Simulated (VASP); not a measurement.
CoO: single point with r2SCAN

The system is CoO.

```
Co O
1.0
     1.51012    0.87187    2.42906
    -1.51012    0.87187    2.42906
     0.00000   -1.74374    2.42906
Co O
1 1
Direct
  0.00000 0.00000 0.00000
  0.50000 0.50000 0.50000
```

The cell was built by a generator and needn't be a form met in nature.

```json
{
 "Program": "VASP 6.6.1",
 "Task": "single point",
 "Functional": "r2SCAN",
 "Potentials or basis": "VASP PAW PBE potentials, release 64 (Co, O)",
 "Cutoff": "520 eV",
 "k mesh": "6 × 6 × 6",
 "Occupations": "gaussian, width 0.1 eV",
 "Spin": "collinear spin, typed start",
 "Starting moments": "[2.49, 1.04] μB",
 "Dipole correction": "no",
 "Further INCAR settings": "ALGO = Normal; EDIFF = 1e-07; NBANDS = 18"
}
```

```json
{"Pressure": "-4.3 GPa", "Band gap on the k mesh": "none (metal or under the smearing width)", "Net moment": "3.00 μB per cell", "Site moments": "Co +2.69; O +0.29 μB", "Valence electrons inside the program's atomic spheres": "Co 7.78; O 5.04"}
```

Stress tensor (GPa, compression positive):
```
-3.90  0.00  0.00
 0.00 -3.90  0.00
 0.00  0.00 -5.08
```

Levels at points of the mesh, in eV from the Fermi level:
Spin up:
| k point | band 7 | band 8 | band 9 | band 10 | band 11 | band 12 |
| --- | --- | --- | --- | --- | --- | --- |
| (0.00, 0.00, 0.00) | -3.43 | -3.30 | -3.17 | 1.35 | 17.49 | 18.44 |
| (0.50, 0.00, 0.00) | -2.38 | -0.37 | -0.33 | 5.53 | 9.94 | 14.02 |
| (0.50, 0.50, 0.00) | -3.20 | -2.97 | -2.41 | 6.33 | 10.53 | 11.98 |
| (0.50, 0.50, 0.50) | -1.89 | -0.35 | -0.35 | 5.46 | 10.18 | 13.83 |
Spin down:
```tsv
k point	band 3	band 4	band 5	band 6	band 7	band 8	band 9	band 10
(0.00, 0.00, 0.00)	-2.70	-2.61	-1.56	-0.95	-0.95	1.00	1.00	2.16
(0.50, 0.00, 0.00)	-4.68	-4.64	-0.56	-0.03	0.44	3.58	3.68	6.02
(0.50, 0.50, 0.00)	-4.04	-3.94	-2.29	-0.12	0.26	1.59	1.98	7.44
(0.50, 0.50, 0.50)	-4.81	-4.81	-0.23	0.26	0.26	3.60	3.60	5.91
```

It took 60 s on 1 thread of Intel(R) Xeon(R) Platinum 8488C (Sapphire Rapids) (shared host), peak memory 0.16 GiB.

Caveat: the k mesh is coarse (spacing up to 0.43 Å⁻¹), so the values aren't converged; the PAW data sets were made with another functional, which shifts forces and pressure a little; a cell with one magnetic atom can't hold antiferromagnetic order, which such compounds often take; semilocal functionals often make such compounds metallic where correlation or magnetic order opens a gap, which also shifts bond lengths. With open d or f shells a metallic result of r2SCAN can be an artefact of self-interaction; +U or a hybrid may open a gap.
